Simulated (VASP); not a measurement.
# GaP (F-43m) in VASP: settings compared, part 2 of 2

VASP 6.6.1. Earlier steps stand in the parts before.

## (6) Relaxation of cell and atoms, SCAN+MBD

This run uses another cell than the first one: it holds 8 atoms, not 2.

Input file INCAR:

```
  PREC = Accurate
  ENCUT = 600
  EDIFF = 1E-6
  ISMEAR = -5
  SIGMA = 0.05
  LREAL = F
  LASPH = T
  NELM = 100
  ALGO = Normal
  ISIF = 3
  LWAVE = F
  LCHARG = F
  METAGGA = SCAN
  LMIXTAU = T
  IVDW = 202
  IBRION = 2
  NSW = 60
  EDIFFG = -0.01
```

Input file GaP.cif:

```cif
data_GaP
_cell_length_a 5.45050000
_cell_length_b 5.45050000
_cell_length_c 5.45050000
_cell_angle_alpha 90.00000000
_cell_angle_beta 90.00000000
_cell_angle_gamma 90.00000000
_space_group_name_H-M_alt 'F-43m'
_space_group_name_Hall 'F -4 2 3'
_space_group_IT_number 216
loop_
_space_group_symop_operation_xyz
'x,y,z'
'y,-x,-z'
'-x,-y,z'
'-y,x,-z'
'x,-y,-z'
'y,x,z'
'-x,y,-z'
'-y,-x,z'
'z,x,y'
'-z,y,-x'
'z,-x,-y'
'-z,-y,x'
'-z,x,-y'
'z,y,x'
'-z,-x,y'
'z,-y,-x'
'y,z,x'
'-x,-z,y'
'-y,z,-x'
'x,-z,-y'
'-y,-z,x'
'x,z,y'
'y,-z,-x'
'-x,z,-y'
'x,y+1/2,z+1/2'
'y,-x+1/2,-z+1/2'
'-x,-y+1/2,z+1/2'
'-y,x+1/2,-z+1/2'
'x,-y+1/2,-z+1/2'
'y,x+1/2,z+1/2'
'-x,y+1/2,-z+1/2'
'-y,-x+1/2,z+1/2'
'z,x+1/2,y+1/2'
'-z,y+1/2,-x+1/2'
'z,-x+1/2,-y+1/2'
'-z,-y+1/2,x+1/2'
'-z,x+1/2,-y+1/2'
'z,y+1/2,x+1/2'
'-z,-x+1/2,y+1/2'
'z,-y+1/2,-x+1/2'
'y,z+1/2,x+1/2'
'-x,-z+1/2,y+1/2'
'-y,z+1/2,-x+1/2'
'x,-z+1/2,-y+1/2'
'-y,-z+1/2,x+1/2'
'x,z+1/2,y+1/2'
'y,-z+1/2,-x+1/2'
'-x,z+1/2,-y+1/2'
'x+1/2,y,z+1/2'
'y+1/2,-x,-z+1/2'
'-x+1/2,-y,z+1/2'
'-y+1/2,x,-z+1/2'
'x+1/2,-y,-z+1/2'
'y+1/2,x,z+1/2'
'-x+1/2,y,-z+1/2'
'-y+1/2,-x,z+1/2'
'z+1/2,x,y+1/2'
'-z+1/2,y,-x+1/2'
'z+1/2,-x,-y+1/2'
'-z+1/2,-y,x+1/2'
'-z+1/2,x,-y+1/2'
'z+1/2,y,x+1/2'
'-z+1/2,-x,y+1/2'
'z+1/2,-y,-x+1/2'
'y+1/2,z,x+1/2'
'-x+1/2,-z,y+1/2'
'-y+1/2,z,-x+1/2'
'x+1/2,-z,-y+1/2'
'-y+1/2,-z,x+1/2'
'x+1/2,z,y+1/2'
'y+1/2,-z,-x+1/2'
'-x+1/2,z,-y+1/2'
'x+1/2,y+1/2,z'
'y+1/2,-x+1/2,-z'
'-x+1/2,-y+1/2,z'
'-y+1/2,x+1/2,-z'
'x+1/2,-y+1/2,-z'
'y+1/2,x+1/2,z'
'-x+1/2,y+1/2,-z'
'-y+1/2,-x+1/2,z'
'z+1/2,x+1/2,y'
'-z+1/2,y+1/2,-x'
'z+1/2,-x+1/2,-y'
'-z+1/2,-y+1/2,x'
'-z+1/2,x+1/2,-y'
'z+1/2,y+1/2,x'
'-z+1/2,-x+1/2,y'
'z+1/2,-y+1/2,-x'
'y+1/2,z+1/2,x'
'-x+1/2,-z+1/2,y'
'-y+1/2,z+1/2,-x'
'x+1/2,-z+1/2,-y'
'-y+1/2,-z+1/2,x'
'x+1/2,z+1/2,y'
'y+1/2,-z+1/2,-x'
'-x+1/2,z+1/2,-y'
loop_
_atom_site_label
_atom_site_type_symbol
_atom_site_symmetry_multiplicity
_atom_site_Wyckoff_symbol
_atom_site_fract_x
_atom_site_fract_y
_atom_site_fract_z
_atom_site_occupancy
Ga1 Ga 4 a 0.0000000000 0.0000000000 0.0000000000 1
P1 P 4 c 0.2500000000 0.2500000000 0.2500000000 1
```

Input file KPOINTS:

```
Automatic mesh
0
Gamma
  5 5 5
```

Input file POSCAR:

```
Ga P 
 1.0000000000000000
     5.4504999999999999    0.0000000000000000    0.0000000000000000
     0.0000000000000000    5.4504999999999999    0.0000000000000000
     0.0000000000000000    0.0000000000000000    5.4504999999999999
 Ga  P  
   4   4
Cartesian
  0.0000000000000000  0.0000000000000000  0.0000000000000000
  0.0000000000000000  2.7252500000000000  2.7252500000000000
  2.7252500000000000  0.0000000000000000  2.7252500000000000
  2.7252500000000000  2.7252500000000000  0.0000000000000000
  1.3626250000000000  1.3626250000000000  1.3626250000000000
  1.3626250000000000  4.0878750000000004  4.0878750000000004
  4.0878750000000004  4.0878750000000004  1.3626250000000000
  4.0878750000000004  1.3626250000000000  4.0878750000000004
```

Potentials or basis: VASP PAW PBE potentials, release 64 (Ga_d, P).

Started as:

```bash
$ ase convert -i cif -o vasp GaP.cif POSCAR
$ cat potpaw_PBE.64/Ga_d/POTCAR potpaw_PBE.64/P/POTCAR > POTCAR
$ mpirun -np 1 vasp_std > vasp.out
```

OUTCAR:

```text
PREC = Accurate
   ENCUT = 600
   EDIFF = 1E-6
   ISMEAR = -5
   LREAL = F
   LASPH = T
   NELM = 100
   ISIF = 3
   METAGGA = SCAN
   IVDW = 202
   IBRION = 2
   NSW = 60
   EDIFFG = -0.01
  IVDW = 202

 ion  position               nearest neighbor table
   1  0.000  0.000  0.000-   5 2.36   6 2.36   7 2.36   8 2.36
   2  0.000  0.500  0.500-   5 2.36   6 2.36   7 2.36   8 2.36
   3  0.500  0.000  0.500-   5 2.36   6 2.36   7 2.36   8 2.36
   4  0.500  0.500  0.000-   5 2.36   6 2.36   7 2.36   8 2.36
   5  0.250  0.250  0.250-   1 2.36   2 2.36   3 2.36   4 2.36
   6  0.250  0.750  0.750-   1 2.36   2 2.36   3 2.36   4 2.36
   7  0.750  0.750  0.250-   1 2.36   2 2.36   3 2.36   4 2.36
   8  0.750  0.250  0.750-   1 2.36   2 2.36   3 2.36   4 2.36

  LATTYP: Found a simple cubic cell.
 ALAT       =     5.4505000000

  Lattice vectors:

 A1 = (   5.4505000000,   0.0000000000,   0.0000000000)
 A2 = (   0.0000000000,   5.4505000000,   0.0000000000)
[... 324 lines left out ...]
 number of electron      72.0000023 magnetization

 Free energy of the ion-electron system (eV)
  ---------------------------------------------------
  ext. energy  EPLUGINS =         0.00000000
  ---------------------------------------------------
  free energy    TOTEN  =      -110.64883404 eV

  energy without entropy =     -110.64883404  energy(sigma->0) =     -110.64883404

 E-fermi :   4.5676     XC(G=0): -10.6041

 val. band max:        4.5364321150   @ k =   0.0000   0.0000   0.0000
 cond. band min:       6.3587445859   @ k =   0.2000   0.0000   0.0000
 fundamental gap:      1.8223124709
 Fermi energy:         4.5676418906

 k-point     1 :       0.0000    0.0000    0.0000
  band No.  band energies     occupation
      1     -10.5841      2.00000
      2     -10.5841      2.00000
      3     -10.5840      2.00000
      4     -10.4488      2.00000
      5     -10.4488      2.00000
      6     -10.4488      2.00000
[... 449 lines left out ...]
     42       9.3478      0.00000
     43       9.3478      0.00000

------------------------ aborting loop because EDIFF is reached ----------------------------------------

  Hirshfeld charges:
            ion         q(e)
   ------------------------------
      1     Ga       0.14531848
      2     Ga       0.14531848
      3     Ga       0.14531848
      4     Ga       0.14531848
      5     P       -0.14531848
      6     P       -0.14531848
      7     P       -0.14531848
      8     P       -0.14531848
[... 35 lines left out ...]
  FREE ENERGIE OF THE ION-ELECTRON SYSTEM (eV)
  ---------------------------------------------------
  free  energy   TOTEN  =      -111.6415225458 eV

  energy  without entropy=     -111.6415225458  energy(sigma->0) =     -111.64152255

 reached required accuracy - stopping structural energy minimisation
```

OSZICAR:

```text
N       E                     dE             d eps       ncg     rms          rms(c)
DAV:   1     0.595723792896E+03    0.59572E+03   -0.37303E+04   909   0.277E+03
DAV:   2    -0.798091043589E+01   -0.60370E+03   -0.58899E+03   916   0.688E+02
DAV:   3    -0.112351678277E+03   -0.10437E+03   -0.10194E+03   981   0.197E+02
[... 85 lines left out ...]
DAV:  10    -0.110648824454E+03    0.92384E-05   -0.15951E-05   880   0.403E-02    0.108E-02
DAV:  11    -0.110648829203E+03   -0.47486E-05   -0.10768E-06   477   0.105E-02    0.340E-03
DAV:  12    -0.110648830271E+03   -0.10687E-05   -0.43917E-07   457   0.475E-03    0.272E-03
DAV:  13    -0.110648834504E+03   -0.42328E-05   -0.13045E-07   448   0.320E-03    0.809E-04
DAV:  14    -0.110648834040E+03    0.46451E-06   -0.34650E-08   439   0.150E-03
   4 F= -.11164152E+03 E0= -.11164152E+03  d E =-.713492E-02
```

CONTCAR:

```text
Ga P
   1.00000000000000
     5.4330462090273768   -0.0000000000000000   -0.0000000000000000
     0.0000000000000000    5.4330462090273768    0.0000000000000000
     0.0000000000000000   -0.0000000000000000    5.4330462090273768
  Ga              P
     4     4
Direct
     0.0000000000000000    0.0000000000000000    0.0000000000000000
     0.0000000000000000    0.5000000000000000    0.5000000000000000
     0.5000000000000000    0.0000000000000000    0.5000000000000000
     0.5000000000000000    0.5000000000000000    0.0000000000000000
     0.2500000000000000    0.2500000000000000    0.2500000000000000
     0.2500000000000000    0.7500000000000000    0.7500000000000000
     0.7500000000000000    0.7500000000000000    0.2500000000000000
     0.7500000000000000    0.2500000000000000    0.7500000000000000

  0.00000000E+00  0.00000000E+00  0.00000000E+00
  0.00000000E+00  0.00000000E+00  0.00000000E+00
  0.00000000E+00  0.00000000E+00  0.00000000E+00
  0.00000000E+00  0.00000000E+00  0.00000000E+00
  0.00000000E+00  0.00000000E+00  0.00000000E+00
  0.00000000E+00  0.00000000E+00  0.00000000E+00
  0.00000000E+00  0.00000000E+00  0.00000000E+00
  0.00000000E+00  0.00000000E+00  0.00000000E+00
```

Wall time 20 min (1 thread of Intel Xeon 6975P-C (Granite Rapids), shared host); peak memory 0.39 GiB.

What came out:

```
Free energy                            : -111.6415 eV
Relaxed volume                         : 20.05 Å³/atom
Relaxed cell                           : a = 5.433 Å, b = 5.433 Å, c = 5.433 Å, α = 90.00°, β = 90.00°, γ = 90.00°
Space group after relaxing (to 0.05 Å) : F-43m (No. 216)
Energy gained by relaxing              : 0.9 meV/atom
Ionic steps                            : 4
Pressure after relaxing                : 0.0 GPa
Band gap on the k mesh                 : 1.82 eV
Hirshfeld charges                      : Ga +0.15; P -0.15 e
Dispersion energy per atom             : -0.124 eV
```

The path:
| step | energy change (eV) | largest force (eV/Å) | pressure (GPa) | volume (Å³) |
| --- | --- | --- | --- | --- |
| 1 | 0.0000 | 0.0000 | -0.98 | 161.92 |
| 2 | -0.0056 | 0.0000 | 0.80 | 159.04 |
| 3 | -0.0073 | 0.0000 | 0.31 | 159.89 |
| 4 | -0.0071 | 0.0000 | 0.01 | 160.37 |

Final structure:
```xyz
8
Lattice="5.4330 0.0000 0.0000 0.0000 5.4330 0.0000 0.0000 0.0000 5.4330" Properties=species:S:1:pos:R:3 pbc="T T T"
Ga    0.0000    0.0000    0.0000
Ga    0.0000    2.7165    2.7165
Ga    2.7165    0.0000    2.7165
Ga    2.7165    2.7165    0.0000
P     1.3583    1.3583    1.3583
P     1.3583    4.0748    4.0748
P     4.0748    4.0748    1.3583
P     4.0748    1.3583    4.0748
```

Levels at points of the mesh, in eV from the valence-band top:
| k point | band 34 | band 35 | band 36 | band 37 | band 38 | band 39 |
| --- | --- | --- | --- | --- | --- | --- |
| (0.00, 0.00, 0.00) | 0.00 | 0.00 | 0.00 | 1.87 | 1.87 | 1.87 |

Caveat: the PAW data sets were made with another functional, which shifts forces and pressure a little; an odd mesh through Γ misses points on the zone boundary, where band edges often lie. SCAN opens gaps a little over a GGA but as a rule still falls short of measured ones.

## (7) Summary

| level | k mesh | smearing | gap on the mesh (eV) | pressure (GPa) | relaxed volume (Å³/atom) |
| --- | --- | --- | --- | --- | --- |
| RPBE+D4 | 8 × 8 × 8 | fermi-dirac 0.05 eV | 1.68 | 0.0 | 19.65 |
| revPBE+D3 | 8 × 8 × 8 | fermi-dirac 0.05 eV | 1.72 | 0.0 | 20.42 |
| revPBE+D3(BJ) | 8 × 8 × 8 | fermi-dirac 0.05 eV | 1.67 | 0.0 | 19.87 |
| revPBE+D4 | 8 × 8 × 8 | fermi-dirac 0.05 eV | 1.66 | 0.0 | 19.70 |
| SCAN+MBD | 5 × 5 × 5 | tetrahedron | 1.82 | 0.0 | 20.05 |

Alike in all rows: task relaxation of cell and atoms; potentials or basis VASP PAW PBE potentials, release 64 (Ga_d, P); no spin polarisation; cell relaxed; cutoff (eV) 600.

Caveats: the PAW data sets were made with another functional, which shifts forces and pressure a little; an odd mesh through Γ misses points on the zone boundary, where band edges often lie (some runs).

Absolute energies hang on the potentials; compare differences alone.
